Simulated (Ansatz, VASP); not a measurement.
## One calculation of AlRu, two programs

Contents of INCAR:

```
ALGO = Normal
EDIFF = 1E-6
ENCUT = 520
GGA = PE
ISIF = 2
ISMEAR = 0
LASPH = T
LCHARG = T
LELF = T
LREAL = F
LVHAR = T
LWAVE = F
NBANDS = 16
NELM = 60
PREC = Accurate
SIGMA = 0.1
```

KPOINTS

```
k-points
0
Gamma
  14 14 14
```

File POSCAR:

```
AlRu
1.0
    2.9427596395      0.0000000000      0.0000000000
    0.0000000000      2.9427596395      0.0000000000
    0.0000000000      0.0000000000      2.9427596395
Al Ru
1 1
Direct
    0.0000000000      0.0000000000      0.0000000000
    0.5000000000      0.5000000000      0.5000000000
```

Input for Ansatz:

```yaml
crystal:
  lattice:
    - [2.9427596395, 0.0, 0.0]
    - [0.0, 2.9427596395, 0.0]
    - [0.0, 0.0, 2.9427596395]
  atoms:
    - { symbol: Al, position: [0.0, 0.0, 0.0] }
    - { symbol: Ru, position: [0.5, 0.5, 0.5] }
basis:
  ecutwfc: 420
kpoints:
  mp_grid: { grid: [14, 14, 14] }
hamiltonian:
  xc: pbe
scf:
  occupations: { method: gaussian, width: 0.1 }
output:
  forces: true
  stress: true
  eigenvalues: true
```

Alike in both runs: task single point; functional PBE; k mesh 14 × 14 × 14; occupations gaussian, width 0.1 eV; no spin polarisation.

```csv
,VASP,Ansatz
version,VASP 6.6.1,Ansatz 0.2.0
potentials or method,"VASP PAW PBE potentials, release 64 (Al, Ru_pv)","scalar-relativistic, plane waves, PAW"
plane-wave cutoff (eV),520,420
valence electrons in the cell,17,19
```

|  | VASP | Ansatz | Ansatz less VASP |
| --- | --- | --- | --- |
| gap on the k mesh at the Fermi level (eV) | none | none | - |
| pressure (GPa) | 14.4 | 14.4 | 0.00 |

A gap of «none» marks a metal or a gap that the smearing closes. The two sets of potentials don't hold the same shells in valence.
